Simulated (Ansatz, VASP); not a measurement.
**CdS (Hawleyite) in two plane-wave programs**

One calculation is typed for both programs; each brings its own data sets and cutoff. How far apart do they land? The cell is taken from a series of VASP runs on this material, whose earlier steps may have relaxed, scaled or displaced it; both programs get it as it stands.

Method: plane waves, with VASP 6.6.1 beside it; relaxation of cell and atoms at LDA, in Ansatz 0.2.0.

### 1. The structure

The structure is cubic, space group F-43m (No. 216). Conventional cell: a = 5.769 Å, b = 5.769 Å, c = 5.769 Å, α = 90.00°, β = 90.00°, γ = 90.00°. Cd has 4 S at 2.50 Å nearest. Nearest to S lie 4 Cd at 2.50 Å. Farther neighbours and most contacts between anions are not listed.

Coordinates:

```xyz
2
Lattice="0.0000 2.8847 2.8847 2.8847 0.0000 2.8847 2.8847 2.8847 0.0000" Properties=species:S:1:pos:R:3 pbc="T T T"
Cd    0.0000    0.0000    0.0000
S     4.3270    4.3270    4.3270
```

### 2. VASP: relaxation of cell and atoms, LDA

The relaxed volume is the usual yardstick between codes: its relative difference is about their pressure difference at one cell divided by the bulk modulus.

Lines of VASP's logs that name or quote its potential files are left out, and so is its time.

Input file INCAR:

```
SYSTEM = CdS
PREC = Accurate
ENCUT = 450
EDIFF = 1E-06
NELM = 100
ISMEAR = 0
SIGMA = 0.03
LREAL = .FALSE.
ALGO = Normal
GGA = CA
NBANDS = 15
LORBIT = 11
LWAVE = .FALSE.
LCHARG = .FALSE.
KPAR = 4
IBRION = 2
NSW = 50
ISIF = 3
EDIFFG = -0.01
```

Input file POSCAR:

```
CdS
1.0
    0.0000000000      2.8846790683      2.8846790683
    2.8846790683      0.0000000000      2.8846790683
    2.8846790683      2.8846790683      0.0000000000
Cd S
1 1
Direct
    0.0000000000      0.0000000000      0.0000000000
    0.7500000000      0.7500000000      0.7500000000
```

Input file KPOINTS:

```
Automatic mesh
0
Gamma
6 6 6
0 0 0
```

Potentials, in the order of the species: Cd and S (LDA family, release 64).

Started as:

```console
$ mpirun -np 4 vasp_std
```

Numbers of over 12 decimals in the logs are rounded to 6 here.

What it wrote:

```text
[banner, memory and clock lines left out]
running    4 mpi-ranks, on    1 nodes
 distrk:  each k-point on    1 cores,    4 groups
 distr:  one band on    1 cores,    1 groups

 POSCAR found type information on POSCAR CdS
 POSCAR found :  2 types and       2 ions
 LDA part: xc-table for (Slater(with rela. corr.)+CA(PZ))
 , standard interpolation
 POSCAR, INCAR and KPOINTS ok, starting setup
 FFT: planning ... GRIDC
 FFT: planning ... GRID_SOFT
 FFT: planning ... GRID
 WAVECAR not read
 entering main loop
       N       E                     dE             d eps       ncg     rms          rms(c)
DAV:   1     0.996166217111E+02    0.99617E+02   -0.84243E+03   488   0.982E+02
DAV:   2    -0.397934814202E+01   -0.10360E+03   -0.97460E+02   578   0.255E+02
DAV:   3    -0.789587589597E+01   -0.39165E+01   -0.39094E+01   585   0.514E+01
DAV:   4    -0.791976479906E+01   -0.23889E-01   -0.23887E-01   585   0.397E+00
DAV:   5    -0.792010769029E+01   -0.34289E-03   -0.34289E-03   620   0.445E-01    0.870E+00
DAV:   6    -0.743558081998E+01    0.48453E+00   -0.81434E-01   705   0.127E+01    0.679E+00
DAV:   7    -0.740902667811E+01    0.26554E-01   -0.17055E-01   606   0.313E+00    0.315E+00
DAV:   8    -0.740404714515E+01    0.49795E-02   -0.19037E-02   529   0.184E+00    0.258E-01
DAV:   9    -0.740358570811E+01    0.46144E-03   -0.23339E-03   620   0.796E-01    0.525E-02
DAV:  10    -0.740357041425E+01    0.15294E-04   -0.20105E-04   564   0.186E-01    0.557E-02
DAV:  11    -0.740358109256E+01   -0.10678E-04   -0.40236E-05   571   0.654E-02    0.172E-02
DAV:  12    -0.740357660321E+01    0.44894E-05   -0.18774E-05   697   0.600E-02    0.640E-03
DAV:  13    -0.740357666649E+01   -0.63280E-07   -0.12436E-06   412   0.944E-03
   1 F= -.74035767E+01 E0= -.74035767E+01  d E =-.740358E+01
 curvature:   0.00 expect dE= 0.000E+00 dE for cont linesearch  0.000E+00
 trial: gam= 0.00000 g(F)=  0.241E-47 g(S)=  0.120E-04 ort = 0.000E+00 (trialstep = 0.100E+01)
 search vector abs. value=  0.120E-04
 reached required accuracy - stopping structural energy minimisation
```

From OUTCAR (step 2):

```text
ion  position               nearest neighbor table
   1  0.000  0.000  0.000-   2 2.50   2 2.50   2 2.50   2 2.50
   2  0.750  0.750  0.750-   1 2.50   1 2.50   1 2.50   1 2.50

  LATTYP: Found a face centered cubic cell.
 ALAT       =     5.7693581366

 Subroutine GETGRP returns: Found 24 space group operations
 (whereof 24 operations were pure point group operations)

The static configuration has the point symmetry T_d .

 Found     16 irreducible k-points:

   k-points           NKPTS =     16   k-points in BZ     NKDIM =     16   number of bands    NBANDS=     15

   dimension x,y,z NGX =    28 NGY =   28 NGZ =   28
   dimension x,y,z NGXF=    56 NGYF=   56 NGZF=   56

   ENCUT  =  450.0 eV  33.07 Ry    5.75 a.u.   7.06  7.06  7.06*2*pi/ulx,y,z

   NELECT =      18.0000    total number of electrons

 k-points in reciprocal lattice and weights: Automatic mesh
   0.00000000  0.00000000  0.00000000       0.005
   0.16666667  0.00000000  0.00000000       0.037
   0.33333333  0.00000000  0.00000000       0.037
   0.50000000  0.00000000  0.00000000       0.019
   0.16666667  0.16666667  0.00000000       0.028
   0.33333333  0.16666667  0.00000000       0.111
   0.50000000  0.16666667  0.00000000       0.111
  -0.33333333  0.16666667  0.00000000       0.111
  -0.16666667  0.16666667  0.00000000       0.056
[...]
-0.33333333  0.33333333  0.16666667       0.111
  -0.33333333  0.50000000  0.16666667       0.056

 average (electrostatic) potential at core
       1 -39.8989       2 -89.6218

 E-fermi :   1.5868

 k-point     1 :       0.0000    0.0000    0.0000
  band No.  band energies     occupation
    ...
      5      -5.9565      2.00000
      6      -5.9565      2.00000
      7       1.4248      2.00000
      8       1.4248      2.00000
      9       1.4248      2.00000
     10       2.3857      0.00000
     11       7.7741      0.00000
     12       7.7741      0.00000
     13       7.7741      0.00000
     14      12.6872      0.00000
    ...

 k-point     2 :       0.1667    0.0000    0.0000
  band No.  band energies     occupation
    ...
      5      -5.9578      2.00000
      6      -5.9578      2.00000
      7      -0.1963      2.00000
      8       1.1998      2.00000
      9       1.1998      2.00000
     10       3.6024      0.00000
     11       7.4375      0.00000
     12       8.1101      0.00000
     13       8.1101      0.00000
     14      12.0438      0.00000
    ...

 k-point     3 :       0.3333    0.0000    0.0000
  band No.  band energies     occupation
    ...
      5      -5.9387      2.00000
      6      -5.9387      2.00000
      7      -2.2038      2.00000
      8       0.7938      2.00000
      9       0.7938      2.00000
     10       4.2322      0.00000
     11       8.0076      0.00000
     12       8.3464      0.00000
     13       8.3464      0.00000
     14      12.2035      0.00000
    ...

  Total       -0.0128568     -0.0128568     -0.0128568     -0.0000000      0.0000000      0.0000000
  in kB       -0.4290638     -0.4290638     -0.4290638     -0.0000000      0.0000000      0.0000000
  external PRESSURE =      -0.4290638 kB  Pullay stress =       0.0000000 kB

  energy-cutoff  :      450.00
  volume of cell :       48.01
      direct lattice vectors                 reciprocal lattice vectors
     0.000000000  2.884679068  2.884679068    -0.173329507  0.173329507  0.173329507
     2.884679068  0.000000000  2.884679068     0.173329507 -0.173329507  0.173329507
     2.884679068  2.884679068  0.000000000     0.173329507  0.173329507 -0.173329507

 POSITION                                       TOTAL-FORCE (eV/Angst)
 -----------------------------------------------------------------------------------
      0.00000      0.00000      0.00000        -0.000000     -0.000000     -0.000000
      4.32702      4.32702      4.32702         0.000000      0.000000      0.000000
 -----------------------------------------------------------------------------------
    total drift:                               -0.000000     -0.000000     -0.000000

  FREE ENERGIE OF THE ION-ELECTRON SYSTEM (eV)
  ---------------------------------------------------
  free  energy   TOTEN  =        -7.4035766665 eV

  energy  without entropy=       -7.4035766665  energy(sigma->0) =       -7.40357667

 reached required accuracy - stopping structural energy minimisation

 total charge
# of ion       s       p       d       tot
------------------------------------------
    1        0.448   0.355   9.554  10.356
    2        1.322   2.391   0.000   3.713
--------------------------------------------------
tot          1.770   2.746   9.554  14.069

[... 3 further parts left out ...]
```

CONTCAR:

```
CdS
   1.00000000000000
     0.0000000000000000    2.8846790683000001    2.8846790683000001
     2.8846790683000001    0.0000000000000000    2.8846790683000001
     2.8846790683000001    2.8846790683000001    0.0000000000000000
  Cd              S
     1     1
Direct
     0.0000000000000000    0.0000000000000000    0.0000000000000000
     0.7500000000000000    0.7500000000000000    0.7500000000000000
```

### 3. Ansatz: relaxation of cell and atoms, LDA

Ansatz runs on its default PAW (the set named soft_2) files.

The same cell, functional (in two slightly different forms), mesh and smearing now go to Ansatz, which takes its cutoff from its data sets.

Input file input.yaml:

```yaml
crystal:
  lattice:
    - [0.0, 2.8846790683, 2.8846790683]
    - [2.8846790683, 0.0, 2.8846790683]
    - [2.8846790683, 2.8846790683, 0.0]
  atoms:
    - { symbol: Cd, position: [0.0, 0.0, 0.0] }
    - { symbol: S, position: [0.75, 0.75, 0.75] }
hamiltonian:
  xc: lda
  pseudopotentials: { kind: paw }
kpoints:
  mp_grid: { grid: [6, 6, 6] }
scf:
  occupations: { method: gaussian, width: 0.03 }
relax:
  f_tol: 0.01
  max_steps: 60
  cell: { stress_tol: 0.05 }
output:
  forces: true
  stress: true
```

Started as:

```console
$ ansatz run input.yaml --threads 4 --pin off --max-ram 9216MiB --backend cpu --events-out ev --progress --plain --runs-dir out
```

What it wrote:

```text
Engine: ansatz 0.2.0, aarch64-unknown-linux-gnu
Pseudopotentials: kind: paw
Pseudopotential: Cd, paw, valence charge 20, recommended cutoff 420 eV (normal), Cd.paw.azcp
Pseudopotential: S, paw, valence charge 6, recommended cutoff 420 eV (normal), S.paw.azcp
Functional definition: SPW92
  exchange = slater_x
  correlation = pw_c
Crystal: 2 atoms, lattice volume = 48.009 Å³
Basis set: ecut = 420 eV, 941 PW (Γ)
Bands: 17, of which v1, the nominal top of the filled ones, is band 13 counted from 1 (12 counted from 0)
Symmetry: 24 space group operations
Space group: F-43m (ITA 216), of the structure as read, at distance tolerance 3.6e-5 Å
k-points: 16 of 216 (time reversal used)
Non-local potential: Cd, projectors of the file, l = 0: 3, l = 1: 2, l = 2: 2, l = 3: 1
Non-local potential: S, projectors of the file, l = 0: 2, l = 1: 2, l = 2: 2
PAW form: soft (Blöchl's): semilocal exchange-correlation on the pseudo side does not see the compensation charge
PAW frozen core: Cd, regenerated for the run's functional, and the local potential with it (the file was generated under x = pbe(κ = 0.804, μ = 0.219515), c = pbe(β = 0.066725))
PAW frozen core: S, regenerated for the run's functional, and the local potential with it (the file was generated under x = pbe(κ = 0.804, μ = 0.219515), c = pbe(β = 0.066725))
PAW one-centre angular grid: Cd, 590 points (default); XC on 64 Gauss nodes
PAW one-centre angular grid: S, 110 points (default); XC on 64 Gauss nodes
Initial density: superposition of atomic densities (neutral atoms: chi_scale 0, normalization atom), corrected by the library's trained network
Initial wavefunctions: pseudopotential atomic-orbital guess
Functional: x = slater, c = lda
SCF iter   1: F=—  HF=-8988.651704 eV  |F-HF|=—  |Δ(HF+E_count)|=         —  Δρ=8.36e-3  dr2=3.18e-2  ethr=1.77e-3  ⟨swp⟩=5.7  Hψ=1347  notcnv=0
preconditioner: auto → none  [insulator: Δε(μ)=0.836 eV  Ē_g=12.283 eV  σ=0.030 eV  W_gap=1.00  n_scr=14 (ndim 8)  ℏωp=22.7 eV  f_vac=0.122  D(μ)=0.00/eV (n_scr^D=0)  ε∞_Penn≈4.4]
SCF iter   2: F=—  HF=-8988.641827 eV  |F-HF|=—  |Δ(HF+E_count)|=   9.88e-3  Δρ=2.56e-3  dr2=1.32e-3  ethr=1.22e-4  ⟨swp⟩=2.0  Hψ=592  notcnv=0
SCF iter   3: F=—  HF=-8988.641405 eV  |F-HF|=—  |Δ(HF+E_count)|=   4.21e-4  Δρ=1.13e-3  dr2=2.75e-4  ethr=5.06e-6  ⟨swp⟩=2.8  Hψ=475  notcnv=0
SCF iter   4: F=—  HF=-8988.641331 eV  |F-HF|=—  |Δ(HF+E_count)|=   7.40e-5  Δρ=1.92e-4  dr2=1.65e-5  ethr=1.06e-6  ⟨swp⟩=2.0  Hψ=419  notcnv=0
SCF iter   5: F=—  HF=-8988.641358 eV  |F-HF|=—  |Δ(HF+E_count)|=   2.65e-5  Δρ=3.14e-5  dr2=2.32e-7  ethr=6.34e-8  ⟨swp⟩=2.0  Hψ=400  notcnv=0
SCF iter   6: F=-8988.641358 eV  HF=-8988.641358 eV  |F-HF|=1.26e-8  |Δ(HF+E_count)|=   8.48e-8  Δρ=7.62e-6  dr2=1.66e-8  ethr=3.85e-10  ⟨swp⟩=4.0  Hψ=896  notcnv=0
SCF 1 converged in 6 iterations: F = -8988.641358 eV  dr2 = 1.66e-8
  greatest PAW one-centre occupation: 1.000 electrons in one spin orbital (limit 2), on the Cd atom at site 0 (counted from 0), in its partial waves of l = 0
relax step   1: F+E_penalty+E_count = -8988.64135769 eV  Δ(F+E_penalty+E_count) = +0.000e0 eV  max|allowed force component| = 1.665e-16 eV/Å  Δτ_max = 0.0000 Å  P = -0.436 GPa  Ω = 48.009 Å³  (6 SCF iters, dr2 threshold 1.00e-7 eV, accepted)
[...]
relax step   2: F+E_penalty+E_count = -8988.64181377 eV  Δ(F+E_penalty+E_count) = -4.561e-4 eV  max|allowed force component| = 6.245e-17 eV/Å  Δτ_max = 0.0000 Å  P = -0.017 GPa  Ω = 47.710 Å³  energy of the carried Pulay correction = +3.163e-5 eV  (4 SCF iters, dr2 threshold 2.00e-7 eV, accepted)
[...]
relax step   3: F+E_penalty+E_count = -8988.64178533 eV  Δ(F+E_penalty+E_count) = +2.844e-5 eV  max|allowed force component| = 5.146e-17 eV/Å  Δτ_max = 0.0000 Å  P = -0.017 GPa  Ω = 47.710 Å³  stress off target by 1.65e-2 GPa  SCF on the basis re-selected at this cell (its energy is not comparable with the rows above)  (5 SCF iters)
basis re-selected at this cell: Δ(F+E_penalty+E_count) = +2.844e-5 eV, ΔP = +0.000 GPa vs the last step (what re-selecting the basis moved, of the pressure what is left beyond the Pulay correction that the steps carried, after the strain that the cell walked since its last selection, with what the two solves' SCF thresholds leave and, on support functions, any second-order correction that the steps lacked; it is no m [...]
SCF converged after 5 iterations
Free energy (F): -8988.641785 eV
Harris-Foulkes:  -8988.641785 eV  (|F-HF|=0.00e0)
Internal energy: -8988.641785 eV  (E = F + TS)
E sigma→0 (E₀):  -8988.641785 eV
Fermi energy:    7.673790 eV
--- Per-component energies (eV) ---
  E_band       = -501.886819
  E_kinetic    = 612.879221
  E_local      = -3959.259865  (includes V_loc(G=0)·N_el)
  E_nonlocal   = 70.392535
  E_hartree    = 1815.111018
  E_xc         = -271.943708
  E_vxc        = -309.357142  (∫ρ·V_xc dr)
  E_paw        = -4516.216746  (= ΣΔE_a)
  E_vpaw       = -546.763609  (= ΣTr[D̂ρ^β])
  E_aug_tail   = 0.000013  (compensation charges beyond the density's cutoff)
  E_ewald      = -2740.524019
  E_core_change = 0.919766  (= ΣΔE_core)
  E_smearing   = -0.000000  (= −TS)
  E_closure    = -0.000000  (closes the sum)
  Σ components = -8988.641785   (vs F -8988.641785, Δ=0.00e0)
--- Forces (eV/Å), atoms counted from 1 ---
  atom   1  Cd     0.00000000     0.00000000     0.00000000
  atom   2  S      0.00000000    -0.00000000    -0.00000000
  max |Σ_I F_I| component: 6.94e-17 eV/Å
--- Stress (GPa, compression-positive) ---
       -0.016529       0.000000       0.000000
        0.000000      -0.016529       0.000000
        0.000000       0.000000      -0.016529
  P = ⅓ Tr σ = -0.0165 GPa (-0.165 kbar)
--- Relaxed structure (2 steps of the walk, 2 accepted, 1 SCFs on fresh bases) ---
  F+E_penalty+E_count = -8988.64178533 eV   max|allowed force component| = 5.146e-17 eV/Å   (the final SCF, on the basis selected at the relaxed cell)
  cell:  # Å, volume = 47.7098 Å³
    - [0, 2.878675, 2.878675]
    - [2.878675, 0, 2.878675]
    - [2.878675, 2.878675, 0]
  atoms:
    - { symbol: Cd, position: [0, 0, 0] }
    - { symbol: S, position: [0.750000, 0.750000, 0.750000] }
```

Run time: 1.7 s. Hardware: 4 threads of Arm Neoverse V1, shared host; peak memory 0.31 GiB; 4.2 s of CPU time.

### 4. Side by side

Known differences besides the potentials themselves: the two LDA forms differ slightly; both relaxations stop at a tolerance, which leaves soft axes loose, and VASP keeps its plane-wave basis; the data sets hold 26 valence electrons in Ansatz (default PAW (the set named soft_2) files) and 18 in VASP; the cutoff is 420 eV in Ansatz and 450 eV in VASP; VASP's log shows a relativistic correction to its local exchange, Ansatz's none; Ansatz adds a Pulay correction to the stress that steers its cell, VASP none. Total energies have different zeros and are not compared.

Both answers:

| quantity | Ansatz | VASP | difference |
| --- | --- | --- | --- |
| volume (Å³) | 47.71 | 48.01 | -0.62 % |
| edge a after relaxation, in the typed setting (Å) | 4.071 | 4.080 | -0.21 % |

The walks stopped with -0.02 GPa left in Ansatz and -0.04 GPa in VASP; each walk ends within a tolerance, so the volume difference is uncertain by about these residues over the bulk modulus, most in soft cells.

### 5. What came out

```yaml
difference_in_volume_relaxation_of_cell_and_atoms_lda: -0.62 %
```

What this shows: The difference in volume is -0.62 % (relaxation of cell and atoms, LDA), within the 1.2 % picked in this series as the mark of a large difference, as far as the stopping tolerances let one tell. How closely two codes agree says nothing of how well the functional describes the real material.

[Lines on the potential files, build, host, timing and source positions are cut from VASP's logs without a mark.]

[Logs are printed without paths, hosts, clocks, repeated set-up lines and the standing remarks that a program may print on its own settings, such as how far it seeks lower states.]

[Hosts, paths, dates, database ids (printed as entryN), source tags and the programs' standing remarks are cut or masked in the printed files.]
